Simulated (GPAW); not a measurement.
# NiO (Fm-3m) in GPAW: a series of runs

One crystal, NiO, is run at these levels: revPBE, PBE, BLYP+D3, RPBE+D4; tasks: equation of state, band structure.

All numbers are computed with GPAW 26.7.0; they aren't measurements. Logs are shortened: lines on timing, memory, paths and dates and some standing lists are left out, and cuts for length are marked. The log counts tension as positive stress, the text compression.

**Experimental background.**

“Local correlations, non-local screening, multiplets, and band formation in NiO”, 2012, arxiv:1210.6675 quotes, for a bulk crystal of NiO: band gap 4.3 eV.

The runs below are set against these values where they give the same quantity.

## 1. The crystal as given

Symmetry: Fm-3m, No. 225, cubic system. The conventional cell has a = 4.172 Å, b = 4.172 Å, c = 4.172 Å, α = 90.00°, β = 90.00°, γ = 90.00°. Ni (site symmetry m-3m) is surrounded by 6 O at 2.09 Å. O (site symmetry m-3m) is surrounded by 6 Ni at 2.09 Å.

## 2. Equation of state, revPBE, collinear spin, ferromagnetic start

File run.py:

```python
from ase.eos import EquationOfState
from ase.io import Trajectory, read
from ase.units import GPa
from gpaw import GPAW, PW

atoms = read('NiO.xyz')
atoms.set_initial_magnetic_moments([1.0, 0.0])

traj = Trajectory('eos.traj', 'w')
volumes, energies = [], []
for x in [0.94, 0.96, 0.98, 1.0, 1.02, 1.04, 1.06]:
    a = atoms.copy()
    a.set_cell(atoms.cell * x**(1 / 3), scale_atoms=True)
    calc = GPAW(mode=PW(800),
                xc='revPBE',
                kpts={'size': (8, 8, 8), 'gamma': True},
                occupations={'name': 'fermi-dirac', 'width': 0.05},
                nbands=22,
                convergence={'density': 1e-05, 'energy': 1e-05},
                maxiter=150,
                txt=f'eos-{x:.2f}.txt')
    a.calc = calc
    energies.append(a.get_potential_energy(force_consistent=True))
    volumes.append(a.get_volume())
    p = -a.get_stress()[:3].mean() / GPa
    calc.write(f'eos-{x:.2f}.gpw')
    traj.write(a)
    print(f'{x:.2f} {volumes[-1]:10.4f} A^3 {energies[-1]:14.6f} eV {p:9.3f} GPa', flush=True)

v0, e0, B = EquationOfState(volumes, energies, eos='birchmurnaghan').fit()
print(f'V0 = {v0:.4f} A^3, E0 = {e0:.6f} eV, B0 = {B / GPa:.2f} GPa')
```

File NiO.xyz:

```xyz
2
Lattice="0.0000000000 2.0859016414 2.0859016414 2.0859016414 0.0000000000 2.0859016414 2.0859016414 2.0859016414 0.0000000000" Properties=species:S:1:pos:R:3 pbc="T T T"
Ni     0.0000000000      0.0000000000      0.0000000000
O      2.0859016414      2.0859016414      2.0859016414
```

Potentials or basis: the program's PAW data sets (release 1.2.1) made for this functional, pw.

On the command line:

```bash
> OMP_NUM_THREADS=1 python run.py
```

Log:

```text
__  _  _
 | _ |_)|_||  |
 |__||  | ||/\| - 26.7.0

Input parameters:
  mode=PW(ecut=800.0),
  convergence={'density': 1e-05, 'energy': 1e-05},
  kpts=MonkhorstPack(size=(8, 8, 8), gamma=True),
  maxiter=150,
  nbands=22,
  occupations=Occupations(name='fermi-dirac', width=0.05),
  xc=XC(name='revPBE')

Diagonalizing LCAO Hamiltonian
Converting LCAO to pw mode

              O

       Ni

Atoms  # Å, Bohr magnetons
|   | symbol |        x |        y |        z |    initial magnetic moments |
|---|--------|----------|----------|----------|-----------------------------|
| 0 |     Ni | 0.000000 | 0.000000 | 0.000000 | ( 0.0000,  0.0000,  1.0000) |
| 1 |      O | 2.043320 | 2.043320 | 2.043320 | ( 0.0000,  0.0000,  0.0000) |

Unit cell  # Å
| periodic |        x |        y |        z |  lengths |    angles |
|----------|----------|----------|----------|----------|-----------|
|      yes | 0.000000 | 2.043320 | 2.043320 | 2.889691 | 60.000000 |
|      yes | 2.043320 | 0.000000 | 2.043320 | 2.889691 | 60.000000 |
|      yes | 2.043320 | 2.043320 | 0.000000 | 2.889691 | 60.000000 |

Number of symmetries: 48
Symmetry operations  # r_c * U_cc + t_c -> r_c
|    | kind |            matrix            |
|----|------|------------------------------|
|  0 |  σ   |  1, 0, 0,  1, 0,-1,  1,-1, 0 |
|  1 |  C2  |  1, 0, 0,  1,-1, 0,  1, 0,-1 |
|  2 |  E   |  1, 0, 0,  0, 1, 0,  0, 0, 1 |
|  3 |  σ   |  1, 0, 0,  0, 0, 1,  0, 1, 0 |
|  4 |  C4  |  1, 0,-1,  1, 0, 0,  1,-1, 0 |
|  5 |  S6  |  1, 0,-1,  1,-1, 0,  1, 0, 0 |
|  6 |  σ   |  1, 0,-1,  0, 1,-1,  0, 0,-1 |
|  7 |  C3  |  1, 0,-1,  0, 0,-1,  0, 1,-1 |
|  8 |  S6  |  1,-1, 0,  1, 0, 0,  1, 0,-1 |
|  9 |  C4  |  1,-1, 0,  1, 0,-1,  1, 0, 0 |
| 10 |  C3  |  1,-1, 0,  0,-1, 1,  0,-1, 0 |
| 11 |  σ   |  1,-1, 0,  0,-1, 0,  0,-1, 1 |
| 12 |  σ   |  0, 1, 0,  1, 0, 0,  0, 0, 1 |
| 13 |  C4  |  0, 1, 0,  0, 1,-1, -1, 1, 0 |
| 14 |  C3  |  0, 1, 0,  0, 0, 1,  1, 0, 0 |
| 15 |  S6  |  0, 1, 0, -1, 1, 0,  0, 1,-1 |
| 16 |  C2  |  0, 1,-1,  1, 0,-1,  0, 0,-1 |
| 17 |  σ   |  0, 1,-1,  0, 1, 0, -1, 1, 0 |
| 18 |  S4  |  0, 1,-1,  0, 0,-1,  1, 0,-1 |
| 19 |  C4  |  0, 1,-1, -1, 1, 0,  0, 1, 0 |
| 20 |  C3  |  0, 0, 1,  1, 0, 0,  0, 1, 0 |
| 21 |  σ   |  0, 0, 1,  0, 1, 0,  1, 0, 0 |
| 22 |  S6  |  0, 0, 1,  0,-1, 1, -1, 0, 1 |
| 23 |  C4  |  0, 0, 1, -1, 0, 1,  0,-1, 1 |
| 24 |  S4  |  0, 0,-1,  1, 0,-1,  0, 1,-1 |
| 25 |  C3  |  0, 0,-1,  0, 1,-1,  1, 0,-1 |
| 26 |  C2  |  0, 0,-1,  0,-1, 0, -1, 0, 0 |
| 27 |  S6  |  0, 0,-1, -1, 0, 0,  0,-1, 0 |
| 28 |  S4  |  0,-1, 1,  1,-1, 0,  0,-1, 0 |
| 29 |  C4  |  0,-1, 1,  0, 0, 1, -1, 0, 1 |
| 30 |  C2  |  0,-1, 1,  0,-1, 0,  1,-1, 0 |
| 31 |  σ   |  0,-1, 1, -1, 0, 1,  0, 0, 1 |
| 32 |  C3  |  0,-1, 0,  1,-1, 0,  0,-1, 1 |
| 33 |  S6  |  0,-1, 0,  0, 0,-1, -1, 0, 0 |
| 34 |  S4  |  0,-1, 0,  0,-1, 1,  1,-1, 0 |
| 35 |  C2  |  0,-1, 0, -1, 0, 0,  0, 0,-1 |
| 36 |  C2  | -1, 1, 0,  0, 1, 0,  0, 1,-1 |
| 37 |  S6  | -1, 1, 0,  0, 1,-1,  0, 1, 0 |
| 38 |  S4  | -1, 1, 0, -1, 0, 1, -1, 0, 0 |
| 39 |  C3  | -1, 1, 0, -1, 0, 0, -1, 0, 1 |
| 40 |  S6  | -1, 0, 1,  0, 0, 1,  0,-1, 1 |
| 41 |  C2  | -1, 0, 1,  0,-1, 1,  0, 0, 1 |
| 42 |  C3  | -1, 0, 1, -1, 1, 0, -1, 0, 0 |
| 43 |  S4  | -1, 0, 1, -1, 0, 0, -1, 1, 0 |
| 44 |  C2  | -1, 0, 0,  0, 0,-1,  0,-1, 0 |
| 45 |  i   | -1, 0, 0,  0,-1, 0,  0, 0,-1 |
| 46 |  σ   | -1, 0, 0, -1, 1, 0, -1, 0, 1 |
| 47 |  C2  | -1, 0, 0, -1, 0, 1, -1, 1, 0 |

BZ-sampling:
  Number of BZ points: 512
  Number of IBZ points: 29

  Monkhorst-Pack size: [8, 8, 8]
  Monkhorst-Pack shift: [0.0625, 0.0625, 0.0625]

K-points  # in reciprocal-cell coordinates
|     |                                coordinates |     weight |
|-----|--------------------------------------------|------------|
|   0 | (  0.00000000,   0.00000000,   0.00000000) | 0.00195312 |
|   1 | (  0.12500000,   0.12500000,   0.00000000) | 0.01171875 |
|   2 | (  0.12500000,   0.12500000,   0.12500000) | 0.01562500 |
|   3 | (  0.25000000,   0.12500000,   0.12500000) | 0.02343750 |
|   4 | (  0.25000000,   0.25000000,   0.00000000) | 0.01171875 |
|   5 | (  0.25000000,   0.25000000,   0.12500000) | 0.04687500 |
|   6 | (  0.25000000,   0.25000000,   0.25000000) | 0.01562500 |
|   7 | (  0.37500000,   0.25000000,  -0.37500000) | 0.04687500 |
|   8 | (  0.37500000,   0.25000000,   0.12500000) | 0.04687500 |
|   9 | (  0.37500000,   0.25000000,   0.25000000) | 0.04687500 |
| ... |                                            |            |
|  28 | (  0.50000000,   0.50000000,   0.50000000) | 0.00781250 |

Plane wave coefficients: 893
Cutoff: 800.0 eV

Spin-components: 2 (collinear spins)
Bands:           22
Projectors:      11
Spin-degeneracy: 1
Datatype:        complex128

Parallelization:
  kpt:    1
  domain: 1
  band:   1

Density:
  Valence electrons: 22.0
  Components: 2
  Grid points: [20 20 20]
  Charge: 0.0  # |e|

Potential:
  Grid points: [20 20 20]

species:
  Ni:
    name:    Nickel
    Z:       28.0
    valence: 16
    core:    12
    charge:  0.0  # [|e|]
    compensation charges:
      type: gauss
      rc: 0.36  # [Å]
      lmax: 2
    cutoffs:
      filter: 2.14  # [Å]
      core: 1.98  # [Å]
    projectors
    | kind |    occ | energy [eV] | rcut [Å] |
    |------|--------|-------------|----------|
    |   4s |  2.000 |      -5.570 |    1.164 |
    |   3p |  6.000 |     -71.384 |    1.207 |
    |   4p |  0.000 |      -1.198 |    1.207 |
    |   3d |  8.000 |      -8.815 |    1.138 |
    |    s |        |      21.642 |    1.164 |
    |    d |        |      18.396 |    1.138 |

    Using partial waves for Ni as LCAO basis

  O:
    name:    Oxygen
    Z:       8.0
    valence: 6
    core:    2
    charge:  0.0  # [|e|]
    compensation charges:
      type: gauss
      rc: 0.21  # [Å]
      lmax: 2
    cutoffs:
      filter: 1.17  # [Å]
      core: 0.83  # [Å]
    projectors
    | kind |    occ | energy [eV] | rcut [Å] |
    |------|--------|-------------|----------|
    |   2s |  2.000 |     -23.998 |    0.688 |
    |   2p |  4.000 |      -8.969 |    0.598 |
    |    s |        |       3.214 |    0.688 |
    |    p |        |      18.243 |    0.598 |
    |    d |        |       0.000 |    0.619 |

    Using partial waves for O as LCAO basis

Reference energy: -43414.432453  # eV

eigensolver:
  PPCG
  Converge bands: occupied
  niter=2

density mixing:
  MSR1-Mixer
  Pratt-step length: 0.05
  Maximum mixing coefficient: 0.75
  Old densities: 10
  SVD Regularization: 0.005
  Good broyden scale: 1.0
  Trust region scale: 1.0
  Backstep threshold: 4.0
  History deletion threshold: 6.0
  Fourier metric: weight=20.0, sigma=0.015

occupation numbers:
  Fermi-Dirac:
    width: 0.0500  # eV

poisson solver:
  ecut: 6400.0  # eV

xc functional:
  name: revPBE with 2 nearest neighbor stencil

convergence criteria:
- Maximum integral of absolute [dens]ity change: 1e-05 electrons / valence electron
- Maximum [total energy] change in last 3 cyles: 1e-05 eV / valence electron
- Maximum integral of absolute [eigenst]ate change: 4e-08 eV^2 / valence electron
maximum number of iterations: 150

SCF iterations
|iter     | |      energy | eigst |  dens |  magmom |
|---------|-|-------------|-------|-------|---------|
|iter:   1| |  -12.722764 | +0.18 |       |  +1.0004|
|iter:   2| |  -12.616542 | -2.36 | -1.12 |  +0.9910|
|iter:   3| |  -12.378998 | -2.22 | -1.16 |  +0.8572|
|iter:   4| |  -12.434074 | -2.77 | -1.76 |  +0.8455|
|iter:   5| |  -12.381312 | -3.51 | -1.70 |  +0.8345|
|iter:   6| |  -12.392398 | -3.69 | -2.16 |  +0.8402|
|iter:   7| |  -12.393947 | -5.87 | -2.39 |  +0.8653|
|iter:   8| |  -11.934419 | -1.92 | -2.37 |  +3.1294|
|iter:   9| |  -12.401851 | -1.98 | -1.24 |  +0.9691|
|iter:  10| |  -12.410539 | -3.58 | -2.49 |  +1.3196|
|iter:  11| |  -12.412003 | -4.31 | -2.75 |  +1.4334|
|iter:  12| |  -12.417958 | -3.85 | -2.59 |  +1.6566|
|iter:  13| |  -12.416632 | -4.75 | -2.62 |  +1.5889|
|iter:  14| |  -12.418747 | -4.43 | -2.55 |  +1.7115|
|iter:  15| |  -12.416168 | -3.77 | -2.59 |  +1.8463|
|iter:  16| |  -12.417160 | -3.86 | -2.48 |  +1.6294|
|iter:  17| |  -12.417283 | -5.89 | -2.95 |  +1.6293|
|iter:  18| |  -12.418046 | -4.73 | -2.76 |  +1.6842|
|iter:  19| |  -12.417303 | -4.78 | -3.19 |  +1.6409|
|iter:  20| |  -12.417706 | -5.97 | -3.11 |  +1.6638|
|iter:  21| |  -12.418218 | -5.35 | -3.24 |  +1.7017|
|iter:  22| |  -12.418199 | -7.75c| -4.39 |  +1.6998|
|iter:  23| |  -12.418217c| -7.79c| -4.48 |  +1.7016|
|iter:  24| |  -12.418213c| -7.83c| -4.90 |  +1.7012|
|iter:  25| |  -12.418213c| -8.79c| -5.54c|  +1.7011|

Converged in 25 steps
Energy contributions relative to reference atoms: (reference = -43414.432453)

Energy contributions:
  Kinetic:          33.328630
  Coulomb:         -27.849959
  Zero:              0.274456
  External:          0.000000
  Xc:              -18.165719
  Entropy:          -0.011240
  Spinorbit:         0.000000
  ----------------------------
  Free energy:     -12.423833
  Extrapolated:    -12.418213

dipole moment: (-8.197987, -8.197987, -8.197987)  # |e|*Ang

Total magnetic moment: (0.000000, 0.000000, 1.701133)

Local magnetic moments
|        x |        y |        z |
|----------|----------|----------|
| 0.000000 | 0.000000 | 1.423425 |  # Ni   0
| 0.000000 | 0.000000 | 0.201851 |  # O    1

Fermi level: 9.299
Eigenvalues  # (at kpt = [0.000, 0.000, 0.000])
| band index |      eig [eV] | occ [0-1] |      eig [eV] | occ [0-1] |
|------------|---------------|-----------|---------------|-----------|
|          0 |       -55.673 |     1.000 |       -53.916 |     1.000 |
|        ... |               |           |               |           |
|          4 |         5.798 |     1.000 |         6.287 |     1.000 |
|          5 |         5.798 |     1.000 |         6.287 |     1.000 |
|          6 |         5.798 |     1.000 |         6.287 |     1.000 |
|          7 |         5.974 |     1.000 |         7.175 |     1.000 |
|          8 |         5.974 |     1.000 |         7.175 |     1.000 |
|          9 |         6.378 |     1.000 |         7.175 |     1.000 |
[... 8 lines left out ...]
|         18 |        32.301 |     0.000 |        32.785 |     0.000 |
|         19 |        32.301 |     0.000 |        32.785 |     0.000 |
|        ... |               |           |               |           |
|         21 |        35.569 |     0.000 |        36.259 |     0.000 |

No gap
No difference between direct/indirect transitions

Stress tensor  # eV/Ang^3
|         x |         y |         z |
|-----------|-----------|-----------|
| -0.200178 |  0.000000 |  0.000000 |
|  0.000000 | -0.200178 | -0.000000 |
|  0.000000 | -0.000000 | -0.200178 |

# Writing to eos-0.94.gpw (mode='')
```

It took 3.5 min on 1 thread of Intel Xeon 6975P-C (Granite Rapids), shared host; peak memory 0.3 GiB.

What came out:

```
Equilibrium volume : 9.25 Å³/atom (rough: see the caveat)
Bulk modulus       : 1473 GPa (rough)
```

Energy against volume, from the lowest point:
| volume (Å³/atom) | energy (meV/atom) |
| --- | --- |
| 8.531 | 107.61 |
| 8.713 | 74.37 |
| 8.894 | 47.38 |
| 9.076 | 26.36 |
| 9.257 | 10.74 |
| 9.439 | 0.00 |
| 9.620 | 92.16 |

Caveat: the energies scatter about the fit; the fit is doubtful: noisy points or a state that changes with volume.

## 3. Band structure, PBE, collinear spin, ferromagnetic start

File run.py:

```python
from ase import Atoms
from ase.dft.bandgap import bandgap
from ase.io import write
from ase.units import GPa
from gpaw import GPAW, PW

atoms = Atoms(['Ni', 'O'],
              cell=[[0.0, 2.0859016414, 2.0859016414],
                    [2.0859016414, 0.0, 2.0859016414],
                    [2.0859016414, 2.0859016414, 0.0]],
              scaled_positions=[[0.0, 0.0, 0.0],
                                [0.5, 0.5, 0.5]],
              pbc=True)
atoms.set_initial_magnetic_moments([1.0, 0.0])

calc = GPAW(mode=PW(800),
            xc='PBE',
            kpts={'size': (8, 8, 8), 'gamma': True},
            occupations={'name': 'fermi-dirac', 'width': 0.05},
            nbands=22,
            convergence={'density': 1e-05, 'energy': 1e-05},
            maxiter=150,
            txt='gpaw.txt')
atoms.calc = calc
energy = atoms.get_potential_energy()
forces = atoms.get_forces()
stress = atoms.get_stress()
calc.write('gs.gpw')
write('result.traj', atoms)
print(f'Energy: {energy:.6f} eV')
print('Forces (eV/A):')
print(forces.round(4))
print('Stress (GPa):', (stress / GPa).round(3))
print('Moments:', calc.get_magnetic_moments().round(3))
print('Fermi level:', round(calc.get_fermi_level(), 4), 'eV')
print(f'Gap: {bandgap(calc)[0]:.4f} eV, direct: {bandgap(calc, direct=True)[0]:.4f} eV')

path = atoms.cell.bandpath('GXWKGLUWLK,UX', npoints=100, eps=1e-4)
bs_calc = calc.fixed_density(kpts=path, symmetry='off', nbands=31,
                             convergence={'bands': 'CBM+6.0', 'eigenstates': 1e-6}, txt='bands.txt')
bs = bs_calc.band_structure()
bs.write('bs.json')
print(f'Gap on the path: {bandgap(bs_calc)[0]:.4f} eV')
```

Potentials or basis: GPAW PAW data sets (gpaw-data 1.2.1), pw.

On the command line:

```bash
> OMP_NUM_THREADS=1 python run.py
```

Wall time 55 s (1 thread of Intel Xeon 6975P-C (Granite Rapids), shared host); peak memory 0.3 GiB.

Results (log left out):

* Free energy: -13.3339 eV
* Pressure: 10.5 GPa
* Band gap along the path: none (metal or under the smearing width)
* Net moment: 1.79 μB per cell
* Site moments: Ni +1.49; O +0.22 μB

Levels at the corners of the path, in eV from the Fermi level:
Spin up:
```
point  band 10  band 11  band 12  band 13
    Γ    -2.75    -2.75    -2.75     1.31
    X    -2.30    -1.69    -1.69     5.90
    W    -1.98    -1.69    -1.31     8.27
    K    -1.82    -1.58    -1.24     7.56
    Γ    -2.75    -2.75    -2.75     1.31
    L    -1.47     0.26     0.26     5.34
    U    -1.82    -1.58    -1.24     7.56
    W    -1.98    -1.69    -1.31     8.27
    L    -1.47     0.26     0.26     5.34
    K    -1.82    -1.58    -1.24     7.56
    U    -1.82    -1.58    -1.24     7.56
    X    -2.30    -1.69    -1.69     5.90
```
Spin down:
```tsv
point	band 8	band 9	band 10	band 11	band 12	band 13
Γ	-1.91	-1.91	-1.91	-0.61	-0.61	1.67
X	-2.94	-0.75	-0.75	-0.16	0.41	6.36
W	-1.13	-1.13	-0.75	0.27	1.02	8.83
K	-1.72	-0.90	-0.67	0.54	1.04	8.02
Γ	-1.91	-1.91	-1.91	-0.61	-0.61	1.67
L	-0.97	-0.97	-0.59	2.30	2.30	5.51
U	-1.72	-0.90	-0.67	0.54	1.04	8.02
W	-1.13	-1.13	-0.75	0.27	1.02	8.83
L	-0.97	-0.97	-0.59	2.30	2.30	5.51
K	-1.72	-0.90	-0.67	0.54	1.04	8.02
U	-1.72	-0.90	-0.67	0.54	1.04	8.02
X	-2.94	-0.75	-0.75	-0.16	0.41	6.36
```

Caveat: the stock nickel data set gives pressures a few GPa off other programs; a cell with one magnetic atom can't hold antiferromagnetic order, which such compounds often take; semilocal functionals often make such compounds metallic where correlation or magnetic order opens a gap, which also shifts bond lengths.

(Continued in part 2 of 2.)
